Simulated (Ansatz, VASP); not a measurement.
Two plane-wave programs on Tl

```
Tl
1.0
    10.40000    0.00000    0.00000
     0.00000    9.30000    0.00000
     0.00000    0.00000    5.71724
Tl
2
Direct
  0.44912 0.50000 0.00000
  0.55088 0.50000 0.50000
```

Alike in both runs: functional PBE; k mesh 1 × 1 × 12; occupations gaussian, width 0.05 eV; collinear spin.

Ansatz relaxed the structure, and its values are those at the end. VASP's run is a single point on that final structure, the one shown.

```csv
,VASP,Ansatz
version,VASP 6.6.1,Ansatz 0.2.0
potentials or method,"VASP PAW PBE potentials, release 64 (Tl_d)","scalar-relativistic, plane waves, PAW"
plane-wave cutoff (eV),520,420
valence electrons in the cell,26,26
```

```csv
,VASP,Ansatz,Ansatz less VASP
gap on the k mesh at the Fermi level (eV),none,none,-
net moment per atom (μB),0.17,0.17,0.000
size of the moment on the site where the two differ most (μB),0.04,0.04,-0.001
```

Site moments also hang on the region over which each program counts them. A gap of «none» marks a metal or a gap that the smearing closes. The functional is the same, so the differences come from potentials, cutoffs and numerics. Ansatz warned: «xc_potential_rough_in_thin_density».

The runs have no spin-orbit coupling, so splittings on Tl are missing.
